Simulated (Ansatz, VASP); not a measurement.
One calculation of LiF (Griceite), two programs

File INCAR:

```
  PREC = Accurate
  ENCUT = 520
  EDIFF = 1E-7
  ISMEAR = -1
  SIGMA = 0.05
  LREAL = F
  LASPH = T
  NELM = 80
  ALGO = Normal
  ISIF = 2
  LWAVE = F
  LCHARG = F
  GGA = PS
  NBANDS = 12
```

Contents of KPOINTS:

```
Automatic mesh
0
Gamma
  11 11 11
```

Contents of POSCAR:

```
LiF
1.0
    0.0000000000      2.0405030393      2.0405030393
    2.0405030393      0.0000000000      2.0405030393
    2.0405030393      2.0405030393      0.0000000000
F Li
1 1
Direct
    0.5000000000      0.5000000000      0.5000000000
    0.0000000000      0.0000000000      0.0000000000
```

File input.yaml:

```yaml
crystal:
  lattice:
    - [0.0, 2.0405030393, 2.0405030393]
    - [2.0405030393, 0.0, 2.0405030393]
    - [2.0405030393, 2.0405030393, 0.0]
  atoms:
    - { symbol: F, position: [0.5, 0.5, 0.5] }
    - { symbol: Li, position: [0.0, 0.0, 0.0] }
hamiltonian:
  xc: pbesol
  pseudopotentials: { kind: paw }
kpoints:
  mp_grid: { grid: [11, 11, 11] }
scf:
  occupations: { method: fermi_dirac, width: 0.05 }
output:
  forces: true
  stress: true
  eigenvalues: true
  write_density: true
  write_potential: true
  elf: true
  volumetric_format: npy
```

Change from the starting cell: volume scaled by 1.04.

Alike in both runs: task single point; functional PBEsol; k mesh 11 × 11 × 11; occupations fermi-dirac, width 0.05 eV; no spin polarisation.

```csv
,VASP,Ansatz
version,VASP 6.6.1,Ansatz 0.2.0
potentials or method,"VASP PAW PBE potentials, release 64 (F, Li_sv)",Ansatz PAW
plane-wave cutoff (eV),520,420
valence electrons in the cell,10,10
```

|  | VASP | Ansatz | Ansatz less VASP |
| --- | --- | --- | --- |
| gap on the k mesh at the Fermi level (eV) | 8.58 | 8.58 | +0.001 |
| least direct gap on the mesh (eV) | 8.58 | 8.58 | +0.001 |

Caveats: an odd mesh through Γ misses points on the zone boundary, where band edges often lie (VASP); odd divisions of the mesh miss points on the zone boundary, where band edges often lie, so the gap on the mesh can be too wide (Ansatz).
